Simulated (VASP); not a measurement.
# Pd (P6_3/mmc) in VASP: a series of runs, part 2 of 2

VASP 6.6.1. The steps go on from the part before.

## 3. Single point, PBE, collinear spin, typed start

This run uses another cell than the first one, of 14.96 Å³/atom, 0.970 times its volume.

File INCAR:

```
SYSTEM = Pd
PREC = Accurate
ENCUT = 520
EDIFF = 1E-7
ISMEAR = 0
SIGMA = 0.1
LREAL = .False.
LASPH = .True.
NELM = 150
ALGO = Fast
ISIF = 2
LWAVE = .False.
LCHARG = .True.
ISPIN = 2
MAGMOM = 0.41 0.41
LORBIT = 11
LMAXMIX = 4
GGA = PE
LELF = .True.
LVHAR = .True.
NBANDS = 21
```

File KPOINTS:

```
regular mesh
0
Gamma
  18 18 10
  0 0 0
```

File POSCAR:

```
Pd
1.0
    2.7486340953      0.0000000000      0.0000000000
   -1.3743170477      2.3803869523      0.0000000000
    0.0000000000      0.0000000000      4.5741873954
Pd
2
Direct
    0.6666666667      0.3333333333      0.7500000000
    0.3333333333      0.6666666667      0.2500000000
```

Potentials or basis: VASP PAW PBE potentials, release 64 (Pd).

Run with:

```bash
> cat potpaw_PBE.64/Pd/POTCAR > POTCAR
> mpirun -np 1 vasp_std > vasp.out
```

OUTCAR:

```text
SYSTEM = Pd
   PREC = Accurate
   ENCUT = 520
   EDIFF = 1E-7
   ISMEAR = 0
   LREAL = .False.
   LASPH = .True.
   NELM = 150
   ISIF = 2
   ISPIN = 2
   LORBIT = 11
   GGA = PE

 ion  position               nearest neighbor table
   1  0.667  0.333  0.750-   2 2.78   2 2.78   2 2.78   2 2.78   2 2.78   2 2.78
   2  0.333  0.667  0.250-   1 2.78   1 2.78   1 2.78   1 2.78   1 2.78   1 2.78

  LATTYP: Found a hexagonal cell.
 ALAT       =     2.7486340953
 C/A-ratio  =     1.6641674507

  Lattice vectors:

 A1 = (   2.7486340953,   0.0000000000,   0.0000000000)
 A2 = (  -1.3743170477,   2.3803869523,   0.0000000000)
 A3 = (   0.0000000000,   0.0000000000,   4.5741873954)

Analysis of symmetry for initial positions (statically):
=====================================================================
 Subroutine PRICEL returns:
 Original cell was already a primitive cell.

 Routine SETGRP: Setting up the symmetry group for a
 hexagonal supercell.

 Subroutine GETGRP returns: Found 24 space group operations
 (whereof 12 operations were pure point group operations)
 out of a pool of 24 trial point group operations.

The static configuration has the point symmetry D_3d.
 The point group associated with its full space group is D_6h.

Analysis of symmetry for dynamics (positions and initial velocities):
=====================================================================
 Subroutine PRICEL returns:
 Original cell was already a primitive cell.

 Routine SETGRP: Setting up the symmetry group for a
 hexagonal supercell.

 Subroutine GETGRP returns: Found 24 space group operations
 (whereof 12 operations were pure point group operations)
 out of a pool of 24 trial point group operations.

The dynamic configuration has the point symmetry D_3d.
 The point group associated with its full space group is D_6h.

Analysis of structural, dynamic, and magnetic symmetry:
=====================================================================
 Subroutine PRICEL returns:
 Original cell was already a primitive cell.

 Routine SETGRP: Setting up the symmetry group for a
 hexagonal supercell.
[... 152 lines left out ...]
  free energy    TOTEN  =       -10.37451578 eV

  energy without entropy =      -10.35441610  energy(sigma->0) =      -10.36446594

 E-fermi :   9.5710     XC(G=0): -13.0923

 val. band max:        9.5693536540   @ k =   0.3333  -0.0000   0.2000
 cond. band min:       9.5717400692   @ k =   0.1667   0.1667   0.4000
 fundamental gap:      0.0023864153
 Fermi energy:         9.5709819418

 spin component 1

 k-point     1 :       0.0000    0.0000    0.0000
  band No.  band energies     occupation
      1       2.5041      1.00000
      2       4.2620      1.00000
      3       6.5328      1.00000
      4       6.7441      1.00000
      5       6.7441      1.00000
      6       7.0883      1.00000
[... 565 lines left out ...]
     20      32.8688      0.00000
     21      35.9563      0.00000

 [... further k-points ...]

 spin component 2

 k-point     1 :       0.0000    0.0000    0.0000
  band No.  band energies     occupation
      1       2.5225      1.00000
      2       4.4382      1.00000
      3       6.8036      1.00000
      4       6.9981      1.00000
      5       6.9981      1.00000
      6       7.3500      1.00000
[... 565 lines left out ...]
     20      32.9338      0.00000
     21      35.9811      0.00000

 [... further k-points ...]

------------------------ aborting loop because EDIFF is reached ----------------------------------------

  FORCE on cell =-STRESS in cart. coord.  units (eV):
  Direction    XX          YY          ZZ          XY          YZ          ZX
  --------------------------------------------------------------------------------------
  -------------------------------------------------------------------------------------
  Total        0.9549732      0.9549732      0.9532354     -0.0000000     -0.0000000      0.0000000
  in kB       51.1238245     51.1238245     51.0307907     -0.0000000     -0.0000000      0.0000000
  external PRESSURE =      51.0928132 kB  Pullay stress =       0.0000000 kB

 VOLUME and BASIS-vectors are now :
 -----------------------------------------------------------------------------
  energy-cutoff  :      520.00
  volume of cell :       29.93
      direct lattice vectors                 reciprocal lattice vectors
     2.748634095  0.000000000  0.000000000     0.363817069  0.210049883  0.000000000
    -1.374317048  2.380386952  0.000000000     0.000000000  0.420099765  0.000000000
     0.000000000  0.000000000  4.574187395     0.000000000  0.000000000  0.218618066

 POSITION                                       TOTAL-FORCE (eV/Angst)
 -----------------------------------------------------------------------------------
      1.37432      0.79346      3.43064         0.000000      0.000000      0.000000
     -0.00000      1.58692      1.14355         0.000000     -0.000000      0.000000
 -----------------------------------------------------------------------------------
    total drift:                               -0.000000      0.000000     -0.000000

  FREE ENERGIE OF THE ION-ELECTRON SYSTEM (eV)
  ---------------------------------------------------
  free  energy   TOTEN  =       -10.3745157763 eV

  energy  without entropy=      -10.3544161029  energy(sigma->0) =      -10.36446594

 total charge

# of ion       s       p       d       tot
------------------------------------------
    1        0.480   0.461   8.473   9.414
    2        0.480   0.461   8.473   9.414
--------------------------------------------------
tot          0.961   0.921  16.947  18.828

 magnetization (x)

# of ion       s       p       d       tot
------------------------------------------
    1       -0.002  -0.008   0.355   0.344
    2       -0.002  -0.008   0.355   0.344
--------------------------------------------------
tot         -0.004  -0.016   0.709   0.689
```

OSZICAR:

```text
N       E                     dE             d eps       ncg     rms          rms(c)
DAV:   1     0.116001341623E+03    0.11600E+03   -0.97941E+03 18648   0.911E+02
DAV:   2    -0.810632592714E+01   -0.12411E+03   -0.11570E+03 20858   0.229E+02
DAV:   3    -0.108773862492E+02   -0.27711E+01   -0.27400E+01 22026   0.363E+01
DAV:   4    -0.108960213125E+02   -0.18635E-01   -0.18632E-01 22197   0.297E+00
DAV:   5    -0.108963092275E+02   -0.28792E-03   -0.28791E-03 22902   0.391E-01    0.107E+01
RMM:   6    -0.104006307958E+02    0.49568E+00   -0.75575E-01 19133   0.596E+00    0.531E+00
RMM:   7    -0.103801708462E+02    0.20460E-01   -0.15690E-02 21323   0.105E+00    0.264E+00
RMM:   8    -0.103744490908E+02    0.57218E-02   -0.21100E-03 22228   0.317E-01    0.725E-01
RMM:   9    -0.103745012142E+02   -0.52123E-04   -0.21971E-04 23867   0.831E-02    0.607E-02
RMM:  10    -0.103745104925E+02   -0.92783E-05   -0.36477E-05 24385   0.348E-02    0.306E-02
RMM:  11    -0.103745156604E+02   -0.51678E-05   -0.11954E-05 23603   0.205E-02    0.714E-03
RMM:  12    -0.103745162893E+02   -0.62891E-06   -0.30632E-06 24585   0.933E-03    0.507E-03
RMM:  13    -0.103745158712E+02    0.41803E-06   -0.82695E-07 23373   0.446E-03    0.243E-03
RMM:  14    -0.103745157763E+02    0.94921E-07   -0.15678E-07 17527   0.208E-03
   1 F= -.10374516E+02 E0= -.10364466E+02  d E =-.200997E-01  mag=     0.6884
```

stdout:

```text
POSCAR found type information on POSCAR Pd
 POSCAR found :  1 types and       2 ions
 scaLAPACK will be used
 LDA part: xc-table for (Slater+PW92), standard interpolation
 POSCAR, INCAR and KPOINTS ok, starting setup
 FFT: planning ... GRIDC
 FFT: planning ... GRID_SOFT
 FFT: planning ... GRID
 WAVECAR not read
 entering main loop
```

Run time: 3 min. Hardware: 1 thread of AMD EPYC 7R13 (Zen 3), shared host; peak memory 0.26 GiB.

What came out:

```
Free energy                                           : -10.3745 eV
Pressure                                              : 5.1 GPa
Band gap on the k mesh                                : none (metal or under the smearing width)
Net moment                                            : 0.69 μB per cell
Site moments                                          : Pd +0.34 μB
Valence electrons inside the program's atomic spheres : Pd 9.41
```

## 4. Single point, PBE, collinear spin, typed start

This run uses another cell than the first one, of 16.35 Å³/atom, 1.060 times its volume.

File INCAR:

```
SYSTEM = Pd
  PREC = Accurate
  ENCUT = 520
  EDIFF = 1E-7
  ISMEAR = 0
  SIGMA = 0.1
  LREAL = .False.
  LASPH = .True.
  NELM = 150
  ALGO = Normal
  ISIF = 2
  LWAVE = .False.
  LCHARG = .False.
  ISPIN = 2
  MAGMOM = 0.41 0.41
  LORBIT = 11
  LMAXMIX = 4
  GGA = PE
  NBANDS = 21
```

KPOINTS is that of step 3.

File POSCAR:

```
Pd
1.0
    2.8297931867      0.0000000000      0.0000000000
   -1.4148965934      2.4506727871      0.0000000000
    0.0000000000      0.0000000000      4.7159864584
Pd
2
Direct
    0.6666666667      0.3333333333      0.7500000000
    0.3333333333      0.6666666667      0.2500000000
```

Run with:

```bash
> cat potpaw_PBE.64/Pd/POTCAR > POTCAR
> mpirun -np 1 vasp_std > vasp.out
```

Run time: 96 s. Hardware: 1 thread of Intel Xeon 6975P-C (Granite Rapids), shared host; peak memory 0.32 GiB.

It converged, with:

```
Free energy                                           : -10.3364 eV
Pressure                                              : -8.4 GPa
Band gap on the k mesh                                : none (metal or under the smearing width)
Net moment                                            : 0.76 μB per cell
Site moments                                          : Pd +0.39 μB
Valence electrons inside the program's atomic spheres : Pd 9.25
```

Levels at points of the mesh, in eV from the Fermi level:
Spin up:
| k point | band 7 | band 8 | band 9 | band 10 | band 11 | band 12 | band 13 | band 14 |
| --- | --- | --- | --- | --- | --- | --- | --- | --- |
| (0.00, 0.00, 0.00) | -2.20 | -1.58 | -1.58 | -0.38 | -0.38 | 1.05 | 6.13 | 16.97 |
| (0.50, 0.00, 0.00) | -1.59 | -0.19 | -0.16 | -0.03 | 2.37 | 4.11 | 9.02 | 9.34 |
| (0.00, 0.00, 0.50) | -2.53 | -2.53 | -0.78 | -0.78 | -0.78 | -0.78 | 13.17 | 13.17 |
| (0.50, 0.00, 0.50) | -0.56 | -0.56 | -0.09 | -0.09 | 2.61 | 2.61 | 7.40 | 7.40 |
Spin down:
| k point | band 7 | band 8 | band 9 | band 10 | band 11 | band 12 | band 13 | band 14 |
| --- | --- | --- | --- | --- | --- | --- | --- | --- |
| (0.00, 0.00, 0.00) | -1.91 | -1.33 | -1.33 | -0.11 | -0.11 | 1.04 | 6.32 | 16.94 |
| (0.50, 0.00, 0.00) | -1.39 | 0.12 | 0.14 | 0.30 | 2.52 | 4.26 | 9.09 | 9.40 |
| (0.00, 0.00, 0.50) | -2.25 | -2.25 | -0.50 | -0.50 | -0.50 | -0.50 | 13.25 | 13.25 |
| (0.50, 0.00, 0.50) | -0.27 | -0.27 | 0.24 | 0.24 | 2.65 | 2.65 | 7.55 | 7.55 |

## 5. Summary

```csv
cell,gap on the mesh (eV),pressure (GPa),moment (μB)
"P6_3/mmc, 15.43 Å³/atom",none,-0.3,0.73
"P6_3/mmc, 14.96 Å³/atom",none,5.1,0.69
"P6_3/mmc, 16.35 Å³/atom",none,-8.4,0.76
```

Alike in all rows: task single point; level PBE; potentials or basis VASP PAW PBE potentials, release 64 (Pd); spin collinear, typed start; k mesh 18 × 18 × 10; cutoff (eV) 520; smearing gaussian 0.1 eV.

Every run on the cell as given and a fine mesh finds a metal.

Absolute energies hang on the potentials; compare differences alone.
